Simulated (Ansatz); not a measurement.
HgTe (Coloradoite): equation of state with LDA

**The experiment to reproduce.**

From a printed reference work, monograph, for a bulk crystal of HgTe: bulk modulus 43 GPa.

Crystal: HgTe (Coloradoite).

```
Hg Te
1.0
     0.00000    3.21450    3.21450
     3.21450    0.00000    3.21450
     3.21450    3.21450    0.00000
Hg Te
1 1
Cartesian
  0.0000 0.0000 0.0000
  4.8217 4.8217 4.8217
```

```
Program             : Ansatz 0.2.0
Task                : equation of state
Functional          : LDA
Potentials or basis : all-electron LAPW, scalar-relativistic
Basis error allowed : 0.001 eV/atom
k mesh              : 7 × 7 × 7
Occupations         : fermi-dirac, width 0.05 eV
Spin                : no spin polarisation
```

```yaml
Equilibrium_volume: 33.33 Å³/atom
Bulk_modulus: 47 GPa
Pressure_derivative_of_the_bulk_modulus: 5.1
```

Energy against volume, from the lowest point:
```csv
volume (Å³/atom),energy (meV/atom)
31.223,22.55
31.887,10.12
32.551,2.79
33.215,0.00
33.880,1.21
34.544,5.97
35.208,13.86
```

All runs of the series together: 2.2 min on 1 thread of Arm Neoverse V2, on a shared host.

Against the measured bulk modulus of HgTe, 43 GPa (a printed reference work, monograph), the calculated 47 GPa is off by +10.2 %. The fit is for a static lattice scaled at fixed shape and fixed fractional positions.

Spin-orbit coupling is left out, which matters for the levels of Hg, Te.
